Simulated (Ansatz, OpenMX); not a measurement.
This is a calculation of Au for Ansatz 0.2.0. 

File input.yaml:

```yaml
crystal:
  lattice:
    - [2.82261993, 0.0, 0.0]
    - [-1.411309965, 2.555933025, 0.0]
    - [0.0, 0.0, 27.232924025]
  atoms:
    - { symbol: Au, position: [0.33467203, 0.66934406, 0.275401936] }
    - { symbol: Au, position: [0.66532797, 0.33065594, 0.3652411616] }
    - { symbol: Au, position: [0.33467203, 0.66934406, 0.4550803872] }
    - { symbol: Au, position: [0.66532797, 0.33065594, 0.5449196128] }
    - { symbol: Au, position: [0.33467203, 0.66934406, 0.6347588384] }
    - { symbol: Au, position: [0.66532797, 0.33065594, 0.724598064] }
hamiltonian:
  xc: pbe
  pseudopotentials: { kind: paw }
kpoints:
  mp_grid: { grid: [11, 11, 1] }
scf:
  occupations: { method: fermi_dirac, width: 0.05 }
output:
  forces: true
  eigenvalues: true
efield:
  axis: 3
  dipole_correction: true
  ramp_width: 0.04
```

Potentials or basis: Ansatz PAW.

The run is started by

```console
$ ansatz run input.yaml --threads 4 --pin off --max-ram 11264MiB --backend cpu --events-out ev --progress --plain --runs-dir out
```

Task: What does the same run look like in OpenMX 3.8.5? Potentials or basis there: OpenMX 2013 PBE set, Au7.0-s3p2d2f1, grid cutoff 400 Ry.

Result: As run (cutoffs and basis follow the program's own potentials, and thresholds, step limits or extra output files can differ):

The input Au.dat:

```
System.CurrrentDirectory             ./
System.Name                          Au
DATA.PATH                            ./DFT_DATA13
level.of.stdout                      1
level.of.fileout                     1
Species.Number                       2
<Definition.of.Atomic.Species
  Au  Au7.0-s3p2d2f1         Au_PBE13
  E   H7.0-s2p1              E
Definition.of.Atomic.Species>

Atoms.Number                         8
Atoms.SpeciesAndCoordinates.Unit     FRAC
<Atoms.SpeciesAndCoordinates
    1  Au    0.3346720300    0.6693440600    0.2754019360   8.500  8.500
    2  Au    0.6653279700    0.3306559400    0.3652411616   8.500  8.500
    3  Au    0.3346720300    0.6693440600    0.4550803872   8.500  8.500
    4  Au    0.6653279700    0.3306559400    0.5449196128   8.500  8.500
    5  Au    0.3346720300    0.6693440600    0.6347588384   8.500  8.500
    6  Au    0.6653279700    0.3306559400    0.7245980640   8.500  8.500
    7  E     0.6653279700    0.3306559400    0.8053826319   0.000  0.000
    8  E     0.3346720300    0.6693440600    0.1946173681   0.000  0.000
Atoms.SpeciesAndCoordinates>

Atoms.UnitVectors.Unit               Ang
<Atoms.UnitVectors
     2.8226199300    0.0000000000    0.0000000000
    -1.4113099650    2.5559330250    0.0000000000
     0.0000000000    0.0000000000   27.2329240250
Atoms.UnitVectors>

scf.XcType                           GGA-PBE
scf.SpinPolarization                 off
scf.ElectronicTemperature            580.226
scf.energycutoff                     400.0
scf.maxIter                          100
scf.EigenvalueSolver                 band
scf.Kgrid                            11 11 1
scf.Mixing.Type                      rmm-diisk
scf.Init.Mixing.Weight               0.05
scf.Min.Mixing.Weight                0.001
scf.Max.Mixing.Weight                0.3
scf.Mixing.History                   25
scf.Mixing.StartPulay                8
scf.criterion                        1.0e-8
MD.Type                              nomd
```

Potentials or basis: OpenMX 2013 PBE set, Au7.0-s3p2d2f1, grid cutoff 400 Ry.

Launch:

```sh
$ openmx Au.dat -nt 1 > Au.std
```

Both were run:

|  | Ansatz | OpenMX |
| --- | --- | --- |
| Largest force | 0.137 eV/Å | 0.162 eV/Å |

The potentials hold 114 and 102 valence electrons a cell.

Where Ansatz's input types no cutoff or centring, it takes its own default and a Γ-centred mesh.
